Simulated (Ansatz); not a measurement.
Abstraction of F: CHF3 + C3H5F2 → CHF2 + C3H5F3

Species: CHF3 (trifluoromethane) `FC(F)F`, singlet; C3H5F2 `C[C](F)CF`, doublet; CHF2 (difluoromethyl radical) `F[CH]F`, doublet; C3H5F3 (1,2,2-trifluoropropane) `CC(F)(F)CF`, singlet. A radical takes F: the energy is the difference in strength between two C–F bonds in different surroundings.

Shapes, held fixed at every level: PBE0-D4/def2-TZVP. Flexible molecules stand in one conformer, not always the lowest. Programs: Ansatz 0.2.0. The zero-point and thermal change to 298 K, harmonic and unscaled (PBE0-D4/def2-TZVP), is -1.3 kJ/mol.

```csv
level,kind,ΔH(298 K) (kJ/mol),less CCSD(T)/CBS estimate
MP2/def2-TZVPP,perturbation theory,+26.7,-1.6
SPW92/def2-TZVPP,LDA,+37.5,+9.2
PBE-D4/def2-TZVPP,GGA,+37.3,+9.0
B3LYP-D4/def2-TZVPP,global hybrid,+33.4,+5.1
BHLYP-D4/def2-TZVPP,global hybrid,+31.0,+2.7
r2SCAN0-D4/def2-TZVPP,global hybrid,+33.2,+4.9
wB97M-V/def2-TZVPP,range-separated hybrid,+31.1,+2.8
CCSD(T)/CBS estimate,coupled cluster or CI,+28.3,0.0
```

The highest level, CCSD(T)/CBS estimate, gives ΔH(298 K) = +28.3 kJ/mol; the levels span +26.7 to +37.5. The column of differences is taken from that level and isn't an error. No measured value is set beside it here. Open shells run unrestricted. The CBS estimate extrapolates MP2 from def2-TZVPP and def2-QZVPP and adds CCSD(T) − MP2 in the triple-zeta set, cores frozen.
